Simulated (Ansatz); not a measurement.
**Molecular dynamics of Si**

The input (input.yaml):

```yaml
accuracy: low
crystal:
  lattice:
    - [0.0, 5.688954, 5.688954]
    - [5.688954, 0.0, 5.688954]
    - [5.688954, 5.688954, 0.0]
  atoms:
    - { symbol: Si, position: [0.0, 0.0, 0.0] }
    - { symbol: Si, position: [0.125, 0.125, 0.125] }
    - { symbol: Si, position: [0.0, 0.0, 0.5] }
    - { symbol: Si, position: [0.125, 0.125, 0.625] }
    - { symbol: Si, position: [0.0, 0.5, 0.0] }
    - { symbol: Si, position: [0.125, 0.625, 0.125] }
    - { symbol: Si, position: [0.0, 0.5, 0.5] }
    - { symbol: Si, position: [0.125, 0.625, 0.625] }
    - { symbol: Si, position: [0.5, 0.0, 0.0] }
    - { symbol: Si, position: [0.625, 0.125, 0.125] }
    - { symbol: Si, position: [0.5, 0.0, 0.5] }
    - { symbol: Si, position: [0.625, 0.125, 0.625] }
    - { symbol: Si, position: [0.5, 0.5, 0.0] }
    - { symbol: Si, position: [0.625, 0.625, 0.125] }
    - { symbol: Si, position: [0.5, 0.5, 0.5] }
    - { symbol: Si, position: [0.625, 0.625, 0.625] }
basis:
  ecutwfc: 420.0
kpoints:
  mp_grid: { grid: [2, 2, 2] }
hamiltonian:
  xc: pbesol
scf:
  occupations: { method: fermi_dirac, width: 0.36 }
  lower_state_search: "off"
md:
  timestep: 1.5
  n_steps: 130
  ensemble: nvt_langevin
  temperature: 4200.0
  initial_velocities: maxwell_boltzmann
  seed: 770269
  friction: 0.02
```

Launched with:

```bash
$ ansatz run input.yaml --threads 1 --pin off --max-ram 3072MiB --backend cpu --events-out ev --progress --plain --runs-dir out
```

It starts from a structure without forces on its atoms.

Output, in part (step lines):

```
md step     0: t =     0.00 fs  T =  3937.5 K  F+E_penalty+E_count = -9941.37811431 eV  E_kin = 8.143380 eV  (7 SCF iters)
md step     1: t =     1.50 fs  T =  3977.4 K  F+E_penalty+E_count = -9941.32847138 eV  E_kin = 8.225821 eV  (7 SCF iters)
md step     2: t =     3.00 fs  T =  4126.9 K  F+E_penalty+E_count = -9941.17102298 eV  E_kin = 8.535154 eV  (7 SCF iters)
md step     3: t =     4.50 fs  T =  4020.1 K  F+E_penalty+E_count = -9940.90108705 eV  E_kin = 8.314222 eV  (7 SCF iters)
md step     4: t =     6.00 fs  T =  4150.6 K  F+E_penalty+E_count = -9940.51677555 eV  E_kin = 8.584172 eV  (7 SCF iters)
md step     5: t =     7.50 fs  T =  3719.7 K  F+E_penalty+E_count = -9940.05545197 eV  E_kin = 7.692882 eV  (6 SCF iters)
md step     6: t =     9.00 fs  T =  3867.6 K  F+E_penalty+E_count = -9939.55782233 eV  E_kin = 7.998849 eV  (6 SCF iters)
md step     7: t =    10.50 fs  T =  3576.3 K  F+E_penalty+E_count = -9939.01986510 eV  E_kin = 7.396376 eV  (6 SCF iters)
[... lines left out ...]
md step   129: t =   193.50 fs  T =  4718.1 K  F+E_penalty+E_count = -9930.06948047 eV  E_kin = 9.757753 eV  (6 SCF iters)
md step   130: t =   195.00 fs  T =  4694.5 K  F+E_penalty+E_count = -9930.11846118 eV  E_kin = 9.708960 eV  (7 SCF iters)
```

The steps, from the saved trajectory:

```json
{"time (fs)": "0.0", "T (K)": "3938", "potential energy less start (eV)": "0.000"}
{"time (fs)": "6.0", "T (K)": "4151", "potential energy less start (eV)": "0.861"}
{"time (fs)": "12.0", "T (K)": "3376", "potential energy less start (eV)": "2.915"}
{"time (fs)": "18.0", "T (K)": "2797", "potential energy less start (eV)": "4.706"}
{"time (fs)": "24.0", "T (K)": "2691", "potential energy less start (eV)": "5.540"}
{"time (fs)": "30.0", "T (K)": "3249", "potential energy less start (eV)": "5.501"}
{"time (fs)": "36.0", "T (K)": "3516", "potential energy less start (eV)": "5.413"}
{"time (fs)": "42.0", "T (K)": "3435", "potential energy less start (eV)": "6.018"}
{"time (fs)": "48.0", "T (K)": "3017", "potential energy less start (eV)": "6.710"}
{"time (fs)": "54.0", "T (K)": "2569", "potential energy less start (eV)": "7.420"}
{"time (fs)": "60.0", "T (K)": "3851", "potential energy less start (eV)": "7.417"}
{"time (fs)": "66.0", "T (K)": "3201", "potential energy less start (eV)": "7.586"}
{"time (fs)": "72.0", "T (K)": "3429", "potential energy less start (eV)": "7.546"}
{"time (fs)": "78.0", "T (K)": "3214", "potential energy less start (eV)": "8.037"}
{"time (fs)": "84.0", "T (K)": "4054", "potential energy less start (eV)": "8.689"}
{"time (fs)": "90.0", "T (K)": "4791", "potential energy less start (eV)": "9.093"}
{"time (fs)": "96.0", "T (K)": "4482", "potential energy less start (eV)": "9.485"}
{"time (fs)": "102.0", "T (K)": "3718", "potential energy less start (eV)": "10.046"}
{"time (fs)": "108.0", "T (K)": "3645", "potential energy less start (eV)": "10.178"}
{"time (fs)": "114.0", "T (K)": "3818", "potential energy less start (eV)": "10.009"}
{"time (fs)": "120.0", "T (K)": "4258", "potential energy less start (eV)": "10.368"}
{"time (fs)": "126.0", "T (K)": "3808", "potential energy less start (eV)": "10.553"}
{"time (fs)": "132.0", "T (K)": "4633", "potential energy less start (eV)": "10.491"}
{"time (fs)": "138.0", "T (K)": "5039", "potential energy less start (eV)": "10.319"}
{"time (fs)": "144.0", "T (K)": "6011", "potential energy less start (eV)": "10.123"}
{"time (fs)": "150.0", "T (K)": "5592", "potential energy less start (eV)": "10.264"}
{"time (fs)": "156.0", "T (K)": "4805", "potential energy less start (eV)": "10.905"}
{"time (fs)": "162.0", "T (K)": "4385", "potential energy less start (eV)": "11.270"}
{"time (fs)": "168.0", "T (K)": "5683", "potential energy less start (eV)": "11.133"}
{"time (fs)": "174.0", "T (K)": "5882", "potential energy less start (eV)": "11.190"}
{"time (fs)": "180.0", "T (K)": "4244", "potential energy less start (eV)": "11.906"}
{"time (fs)": "186.0", "T (K)": "3900", "potential energy less start (eV)": "11.936"}
{"time (fs)": "192.0", "T (K)": "4402", "potential energy less start (eV)": "11.370"}
```

All steps were run. The mean temperature of the second half is 10 % above the set value. A run of 0.2 ps of so small a system gives no equilibrium averages. Limits of this set-up: coarse k mesh, low accuracy level.

Mean squared displacements from the first frame to the last, about the centre of mass: Si 3.77 Å².

Last frame:

```xyz
16
Lattice="0.0000 5.6890 5.6890 5.6890 0.0000 5.6890 5.6890 5.6890 0.0000" Properties=species:S:1:pos:R:3
Si 2.095 -1.381 1.931
Si 1.757 1.869 1.256
Si 0.513 2.770 -1.058
Si 3.507 6.230 -0.522
Si 3.623 2.256 3.265
Si 6.008 0.504 4.462
Si 6.259 4.685 3.827
Si 9.043 3.365 4.178
Si -0.540 2.636 2.962
Si 1.388 3.442 3.469
Si 2.301 5.546 3.790
Si 3.296 6.470 5.442
Si 1.375 2.220 6.524
Si 4.030 3.632 5.701
Si 6.481 6.518 4.720
Si 5.925 5.997 6.985
```

Time of the run: 8.1 min on 1 thread of Intel(R) Xeon(R) 6975P-C (Granite Rapids) (shared host), peak memory 0.85 GiB.
